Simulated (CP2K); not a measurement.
Runs of CP2K 2026.2 on HfO2. It takes space group P4_2/nmc (No. 137, tetragonal). Conventional cell: a = 3.558 Å, b = 3.558 Å, c = 5.172 Å, α = 90.00°, β = 90.00°, γ = 90.00°. Around Hf (site symmetry -4m2) lie 4 O at 2.05 Å. O (site symmetry 2mm) is surrounded by 2 Hf at 2.05 Å. Measurements of this composition are mostly on another form, of space group No. 14.

```tsv
level	cutoff of the non-local correlation (Ry)	gap on the mesh (eV)	pressure (GPa)	largest force (eV/Å)
rev-vdW-DF2	300	4.84	1.4	0.05
BLYP	-	4.87	10.5	1.69
LDA	-	(b)	-6.3	0.01
PBE	-	4.86	3.9	0.01
TPSS	-	(d)	2.3	(a)
vdW-DF-cx	300	(c)	-1.1	0.05
```

Alike in all rows: task band structure; potentials or basis POTENTIAL_UZH Hf GTH-PBE-q12, O GTH-PBE-q6; DZVP-MOLOPT-PBE-GTH basis; no spin polarisation; cell as given; k mesh 8 × 8 × 5; smearing fermi-dirac 0.05 eV.

**Question.** Estimate the missing entries.

**Answer.** (a) 0.12; (b) 4.69; (c) 4.83; (d) 5.02.

Caveats: spin-orbit coupling is left out, which moves the levels of the heavy elements; the basis of atomic orbitals isn't converged, which shifts pressures, moduli and gaps; the potentials were made for another functional, which shifts forces and pressure (some runs).

A k mesh can miss the band edges, and the runs leave out spin-orbit coupling on Hf.
